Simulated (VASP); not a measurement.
CdTe: Born charges and dielectric tensor with PBE

The system is CdTe.

```
Cd Te
1.0
     0.00000    3.41227    3.41227
     3.41227    0.00000    3.41227
     3.41227    3.41227    0.00000
Cd Te
1 1
Cartesian
  0.0000 0.0000 0.0000
  1.7061 1.7061 1.7061
```

| Quantity | Value |
| --- | --- |
| Program | VASP 6.6.1 |
| Task | Born charges and dielectric tensor |
| Functional | PBE |
| Potentials or basis | VASP PAW PBE potentials, release 64 (Cd, Te) |
| Cutoff | 520 eV |
| k mesh | 2 × 2 × 2 |
| Occupations | gaussian, width 0.02 eV |
| Spin | no spin polarisation |
| Further INCAR settings | ALGO = Normal; EDIFF = 1e-08; IBRION = 8; NSW = 1 |

```yaml
Band_gap_on_the_k_mesh: 0.15 eV, direct
Electronic_dielectric_tensor_diagonal: 10445.20
Born_charges_mean_of_the_diagonal: Cd +75.20; Te -75.20 e
Highest_phonon_frequency_at_Γ_LO-TO_splitting_left_out: 94 cm⁻¹
```

Levels at points of the mesh, in eV from the valence-band top:
```tsv
k point	band 6	band 7	band 8	band 9	band 10	band 11	band 12	band 13
(0.00, 0.00, 0.00)	-8.10	0.00	0.00	0.00	0.15	4.45	4.45	4.45
(0.50, 0.00, 0.00)	-7.80	-3.77	-0.60	-0.60	1.48	5.02	5.02	6.73
(0.50, 0.50, 0.00)	-7.69	-3.78	-1.45	-1.45	2.48	2.73	8.09	8.20
```

Phonon frequencies in cm⁻¹ (negative: imaginary):
| q point | frequencies |
| --- | --- |
| (0.000, 0.000, 0.000) | 0 0 0 94 94 94 |

Electronic dielectric tensor:
```
10445.20     0.00     0.00
    0.00 10445.20     0.00
    0.00     0.00 10445.20
```

Born effective charge tensors (e):
atom 1, Cd
```
75.20  0.00  0.00
 0.00 75.20  0.00
 0.00  0.00 75.20
```
atom 2, Te
```
-75.20   0.00   0.00
  0.00 -75.20   0.00
  0.00   0.00 -75.20
```

It took 95 s on 1 thread of AMD EPYC 9R45 96-Core Processor (Zen 5) (shared host), peak memory 0.21 GiB.

Caveat: the k mesh is coarse (spacing up to 0.80 Å⁻¹), so the values aren't converged; the gap is small at this level, which inflates the dielectric constant; spin-orbit coupling is left out, which moves the levels of the heavy elements.
